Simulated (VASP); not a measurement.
# ZnS (Wurtzite-6H) (P6_3mc) in VASP: single point with PBE

Aim: the single point of ZnS (Wurtzite-6H) with PBE.

Program: VASP 6.6.1. These are calculated values, not measurements. Logs are shortened: lines on timing, memory, paths and dates and some standing lists are left out, and cuts for length are marked.

**What was measured.**

From a printed reference work, monograph, for a bulk crystal of ZnS at 4 K: band gap 3.911 eV (direct).

How close the calculation comes is told below.

### 1 Starting point

The structure is hexagonal, space group P6_3mc (No. 186). The conventional cell has a = 3.812 Å, b = 3.812 Å, c = 18.690 Å, α = 90.00°, β = 90.00°, γ = 120.00°. Zn (site symmetry 3m) is surrounded by 4 S at 2.33 to 2.34 Å. Around Zn (site symmetry 3m) lie 4 S at 2.33 to 2.34 Å. Zn (site symmetry 3m) has 4 S at 2.33 to 2.34 Å as nearest neighbours. S (site symmetry 3m) is surrounded by 4 Zn at 2.33 to 2.34 Å. Around S (site symmetry 3m) lie 4 Zn at 2.33 to 2.34 Å. S (site symmetry 3m) is surrounded by 4 Zn at 2.33 to 2.34 Å.

### 2 Single point, PBE

The input, INCAR:

```
PREC = Accurate
ENCUT = 520
EDIFF = 1E-6
ISMEAR = 0
SIGMA = 0.012
LREAL = False
LASPH = True
NELM = 60
ALGO = Fast
ISIF = 2
LWAVE = False
LCHARG = False
GGA = PE
```

The input, KPOINTS:

```
regular mesh
0
Gamma
  8 8 2
```

The input, POSCAR:

```
ZnS
1.0
    3.8120000000      0.0000000000      0.0000000000
   -1.9060000000      3.3012888392      0.0000000000
    0.0000000000      0.0000000000     18.6899900000
Zn S
6 6
Direct
    0.3333333333      0.6666666667      0.8333300000
    0.6666666667      0.3333333333      0.3333300000
    0.6666666667      0.3333333333      0.6666700000
    0.3333333333      0.6666666667      0.1666700000
    0.0000000000      0.0000000000      0.5000000000
    0.0000000000      0.0000000000      0.0000000000
    0.3333333333      0.6666666667      0.9583300000
    0.6666666667      0.3333333333      0.4583300000
    0.6666666667      0.3333333333      0.7916700000
    0.3333333333      0.6666666667      0.2916700000
    0.0000000000      0.0000000000      0.6250000000
    0.0000000000      0.0000000000      0.1250000000
```

Potentials or basis: VASP PAW PBE potentials, release 64 (Zn, S).

Launch:

```sh
$ cat potpaw_PBE.64/Zn/POTCAR potpaw_PBE.64/S/POTCAR > POTCAR
$ mpirun -np 1 vasp_std > vasp.out
```

OUTCAR:

```text
PREC = Accurate
   ENCUT = 520
   EDIFF = 1E-6
   ISMEAR = 0
   LREAL = False
   LASPH = True
   NELM = 60
   ISIF = 2
   GGA = PE

 ion  position               nearest neighbor table
   1  0.333  0.667  0.833-   9 2.33   9 2.33   9 2.33   7 2.34
   2  0.667  0.333  0.333-  10 2.33  10 2.33  10 2.33   8 2.34
   3  0.667  0.333  0.667-  11 2.33  11 2.33  11 2.33   9 2.34
   4  0.333  0.667  0.167-  12 2.33  12 2.33  12 2.33  10 2.34
   5  0.000  0.000  0.500-   8 2.33   8 2.33   8 2.33  11 2.34
   6  0.000  0.000  0.000-   7 2.33   7 2.33   7 2.33  12 2.34
   7  0.333  0.667  0.958-   6 2.33   6 2.33   6 2.33   1 2.34
   8  0.667  0.333  0.458-   5 2.33   5 2.33   5 2.33   2 2.34
   9  0.667  0.333  0.792-   1 2.33   1 2.33   1 2.33   3 2.34
  10  0.333  0.667  0.292-   2 2.33   2 2.33   2 2.33   4 2.34
  11  0.000  0.000  0.625-   3 2.33   3 2.33   3 2.33   5 2.34
  12  0.000  0.000  0.125-   4 2.33   4 2.33   4 2.33   6 2.34

  LATTYP: Found a hexagonal cell.
 ALAT       =     3.8120000000
 C/A-ratio  =     4.9029354669

  Lattice vectors:

 A1 = (   3.8120000000,   0.0000000000,   0.0000000000)
 A2 = (  -1.9060000000,   3.3012888392,   0.0000000000)
 A3 = (   0.0000000000,   0.0000000000,  18.6899900000)

Analysis of symmetry for initial positions (statically):
=====================================================================
 Subroutine PRICEL returns:
 Original cell was already a primitive cell.

 Routine SETGRP: Setting up the symmetry group for a
 hexagonal supercell.

 Subroutine GETGRP returns: Found 12 space group operations
 (whereof  6 operations were pure point group operations)
 out of a pool of 24 trial point group operations.

The static configuration has the point symmetry C_3v.
 The point group associated with its full space group is C_6v.

Analysis of symmetry for dynamics (positions and initial velocities):
=====================================================================
 Subroutine PRICEL returns:
 Original cell was already a primitive cell.

 Routine SETGRP: Setting up the symmetry group for a
 hexagonal supercell.

 Subroutine GETGRP returns: Found 12 space group operations
 (whereof  6 operations were pure point group operations)
 out of a pool of 24 trial point group operations.

The dynamic configuration has the point symmetry C_3v.
 The point group associated with its full space group is C_6v.

 Subroutine INISYM returns: Found 12 space group operations
 (whereof  6 operations are pure point group operations),
 and found     1 'primitive' translations

----------------------------------------------------------------------------------------

                                     Primitive cell

  volume of cell :     235.2044

  direct lattice vectors                    reciprocal lattice vectors
     3.812000000  0.000000000  0.000000000     0.262329486  0.151455999  0.000000000
    -1.906000000  3.301288839  0.000000000     0.000000000  0.302911999  0.000000000
     0.000000000  0.000000000 18.689990000     0.000000000  0.000000000  0.053504577

  length of vectors
     3.812000000  3.812000000 18.689990000     0.302911999  0.302911999  0.053504577

  position of ions in fractional coordinates (direct lattice)
     0.333333333  0.666666667  0.833330000
     0.666666667  0.333333333  0.333330000
     0.666666667  0.333333333  0.666670000
     0.333333333  0.666666667  0.166670000
     0.000000000  0.000000000  0.500000000
     0.000000000  0.000000000  0.000000000
     0.333333333  0.666666667  0.958330000
     0.666666667  0.333333333  0.458330000
     0.666666667  0.333333333  0.791670000
     0.333333333  0.666666667  0.291670000
     0.000000000  0.000000000  0.625000000
     0.000000000  0.000000000  0.125000000

  ion indices of the primitive-cell ions
   primitive index   ion index
                 1           1
                 2           2
                 3           3
                 4           4
                 5           5
                 6           6
                 7           7
                 8           8
                 9           9
                10          10
                11          11
                12          12

----------------------------------------------------------------------------------------

 KPOINTS: regular mesh

Automatic generation of k-mesh.
 Grid dimensions read from file:
 generate k-points for:    8    8    2

 Generating k-lattice:

  Cartesian coordinates                     Fractional coordinates (reciprocal lattice)
     0.032791186  0.018932000  0.000000000     0.125000000  0.000000000  0.000000000
     0.000000000  0.037864000  0.000000000     0.000000000  0.125000000  0.000000000
     0.000000000  0.000000000  0.026752288     0.000000000  0.000000000  0.500000000

  Length of vectors
     0.037864000  0.037864000  0.026752288

  Shift w.r.t. Gamma in fractional coordinates (k-lattice)
     0.000000000  0.000000000  0.000000000

 Subroutine IBZKPT returns following result:
 ===========================================

 Found     20 irreducible k-points:

 Following reciprocal coordinates:
            Coordinates               Weight
  0.000000  0.000000  0.000000      1.000000
  0.125000  0.000000  0.000000      6.000000
  0.250000  0.000000  0.000000      6.000000
  0.375000  0.000000  0.000000      6.000000
  0.500000  0.000000  0.000000      3.000000
  0.125000  0.125000  0.000000      6.000000
[... 12 lines left out ...]
  0.250000  0.250000  0.500000      6.000000
  0.375000  0.250000  0.500000      6.000000
   k-points           NKPTS =     20   k-points in BZ     NKDIM =     20   number of bands    NBANDS=     64
   number of dos      NEDOS =    301   number of ions     NIONS =     12
   total plane-waves  NPLWV = 109760
   dimension x,y,z NGX =    28 NGY =   28 NGZ =  140
   dimension x,y,z NGXF=    56 NGYF=   56 NGZF=  280
   ions per type =               6   6
   NGX,Y,Z   is equivalent  to a cutoff of  12.21, 12.21, 12.45 a.u.
   NGXF,Y,Z  is equivalent  to a cutoff of  24.42, 24.42, 24.91 a.u.
 SYSTEM =  unknown system
   PREC   = accura    normal or accurate (medium, high low for compatibility)
   ISTART =      0    job   : 0-new  1-cont  2-samecut
   ICHARG =      2    charge: 1-file 2-atom 10-const
   ISPIN  =      1    spin polarized calculation?
   LNONCOLLINEAR =      F non collinear calculations
   LSORBIT =      F    spin-orbit coupling
   LASPH  =      T    aspherical Exc in radial PAW
   ENCUT  =  520.0 eV  38.22 Ry    6.18 a.u.   7.09  7.09 34.75*2*pi/ulx,y,z
   NELM   =     60;   NELMIN=  2; NELMDL= -5     # of ELM steps
   EDIFF  = 0.1E-05   stopping-criterion for ELM
   LREAL  =      F    real-space projection
   EDIFFG = 0.1E-04   stopping-criterion for IOM
   NSW    =      0    number of steps for IOM
   IBRION =     -1    ionic relax: 0-MD 1-quasi-New 2-CG
   NFREE  =      0    steps in history (QN), initial steepest desc. (CG)
   ISIF   =      2    stress and relaxation
   ISYM   =      2    0-nonsym 1-usesym 2-fastsym
   POTIM  = 0.5000    time-step for ionic-motion
   TEBEG  =    0.0;   TEEND  =   0.0 temperature during run
   PSTRESS=    0.0 pullay stress
   NELECT =     108.0000    total number of electrons
   NUPDOWN=      -1.0000    fix difference up-down
   EMIN   =  10.00;   EMAX   =-10.00  energy-range for DOS
   EFERMI =   0.00;   METHOD = LEGACY
   ISMEAR =     0;   SIGMA  =   0.01  broadening in eV -4-tet -1-fermi 0-gaus
   EFERMI_NEDOS =   21; number of points for ismear=-14 and -15
   IALGO  =     68    algorithm
   IMIX   =      4    mixing-type and parameters
     AMIX     =   0.40;   BMIX     =  1.00
     AMIX_MAG =   1.60;   BMIX_MAG =  1.00
  volume/ion in A,a.u.               =      19.60       132.27
  Fermi-wavevector in a.u.,A,eV,Ry     =   1.262993  2.386711 21.703349  1.595151
  Thomas-Fermi vector in A             =   2.396373
   LORBIT       =      0    0 simple, 1 ext, 2 COOP (PROOUT), +10 PAW based schemes
   GGA     = PE    functional components
   LHFCALC =     F    Hartree Fock is set to
   AEXX    =    0.0000 exact exchange contribution
   IVDW    =     0    specifies the selected vdW correction
   LEPSILON=     F    determine dielectric tensor
   LRPA    =     F    only Hartree local field effects (RPA)
 non-spin polarized calculation
 RMM-DIIS sequential band-by-band and
 Gauss-broadening in eV      SIGMA  =   0.01
  energy-cutoff  :      520.00
  volume of cell :      235.20
 maximum number of plane-waves:      6376
   NGX = 15   NGY = 15   NGZ = 69

 number of electron     107.9999995 magnetization

 Free energy of the ion-electron system (eV)
  ---------------------------------------------------
  ext. energy  EPLUGINS =         0.00000000
  ---------------------------------------------------
  free energy    TOTEN  =       -41.05232279 eV

  energy without entropy =      -41.05232279  energy(sigma->0) =      -41.05232279

 E-fermi :   2.2582     XC(G=0):  -9.6583

 val. band max:        2.1713207263   @ k =   0.0000   0.0000   0.0000
 cond. band min:       4.3391649967   @ k =   0.0000   0.0000   0.0000
 fundamental gap:      2.1678442704
 Fermi energy:         2.2581988896

 k-point     1 :       0.0000    0.0000    0.0000
  band No.  band energies     occupation
      1     -11.0215      2.00000
      2     -10.8199      2.00000
      3     -10.8117      2.00000
      4     -10.3539      2.00000
      5     -10.3455      2.00000
      6     -10.0803      2.00000
[... 56 lines left out ...]
     63       8.5694      0.00000
     64       8.6146      0.00000

 k-point     2 :       0.1250    0.0000    0.0000
  band No.  band energies     occupation
      1     -10.9160      2.00000
      2     -10.7229      2.00000
      3     -10.7146      2.00000
      4     -10.2796      2.00000
      5     -10.2712      2.00000
      6     -10.0222      2.00000
[... 1262 lines left out ...]
     63       8.3344      0.00000
     64       8.3379      0.00000

------------------------ aborting loop because EDIFF is reached ----------------------------------------

  FORCE on cell =-STRESS in cart. coord.  units (eV):
  Direction    XX          YY          ZZ          XY          YZ          ZX
  --------------------------------------------------------------------------------------
  -------------------------------------------------------------------------------------
  Total        3.4643835      3.4643835      3.5484611      0.0000000      0.0000000     -0.0000000
  in kB       23.5988619     23.5988619     24.1715858      0.0000000      0.0000000     -0.0000000
  external PRESSURE =      23.7897699 kB  Pullay stress =       0.0000000 kB

 VOLUME and BASIS-vectors are now :
 -----------------------------------------------------------------------------
  energy-cutoff  :      520.00
  volume of cell :      235.20
      direct lattice vectors                 reciprocal lattice vectors
     3.812000000  0.000000000  0.000000000     0.262329486  0.151455999  0.000000000
    -1.906000000  3.301288839  0.000000000     0.000000000  0.302911999  0.000000000
     0.000000000  0.000000000 18.689990000     0.000000000  0.000000000  0.053504577

 POSITION                                       TOTAL-FORCE (eV/Angst)
 -----------------------------------------------------------------------------------
     -0.00000      2.20086     15.57493         0.000000     -0.000000      0.000778
      1.90600      1.10043      6.22993        -0.000000      0.000000      0.000778
      1.90600      1.10043     12.46006        -0.000000      0.000000      0.015222
     -0.00000      2.20086      3.11506         0.000000     -0.000000      0.015222
      0.00000      0.00000      9.34500        -0.000000     -0.000000     -0.003590
      0.00000      0.00000      0.00000         0.000000      0.000000     -0.003590
     -0.00000      2.20086     17.91118         0.000000     -0.000000     -0.030030
      1.90600      1.10043      8.56618         0.000000      0.000000     -0.030030
      1.90600      1.10043     14.79630         0.000000      0.000000     -0.006729
     -0.00000      2.20086      5.45131         0.000000     -0.000000     -0.006729
      0.00000      0.00000     11.68124         0.000000     -0.000000      0.024350
      0.00000      0.00000      2.33625        -0.000000      0.000000      0.024350
 -----------------------------------------------------------------------------------
    total drift:                               -0.000002     -0.000003     -0.000252

  FREE ENERGIE OF THE ION-ELECTRON SYSTEM (eV)
  ---------------------------------------------------
  free  energy   TOTEN  =       -41.0523227888 eV

  energy  without entropy=      -41.0523227888  energy(sigma->0) =      -41.05232279
```

Run time: 11 min. Hardware: 1 thread of AMD EPYC 7R13 (Zen 3), shared host; peak memory 0.41 GiB.

Results:

| Quantity | Value |
| --- | --- |
| Free energy | -41.0523 eV |
| Pressure | 2.4 GPa |
| Largest force | 0.030 eV/Å |
| Band gap on the k mesh | 2.17 eV, direct |

Forces on the atoms (eV/Å):
```
Zn   0.000  0.000  0.001
Zn   0.000  0.000  0.001
Zn   0.000  0.000  0.015
Zn   0.000  0.000  0.015
Zn   0.000  0.000 -0.004
Zn   0.000  0.000 -0.004
S    0.000  0.000 -0.030
S    0.000  0.000 -0.030
S    0.000  0.000 -0.007
S    0.000  0.000 -0.007
S    0.000  0.000  0.024
S    0.000  0.000  0.024
```

Caveat: the cell's inner coordinates are idealised or old, which leaves forces on the atoms.

### 3 Comparison with measurements

Step 2. A measured gap of ZnS is 3.911 eV (direct; 4 K; a printed reference work, monograph); the calculated 2.17 eV misses it by -1.74 eV. The value is that of PBE on a finite k mesh, which can miss the band edges, without temperature or zero-point motion. Semilocal functionals fall short of measured gaps as a rule.
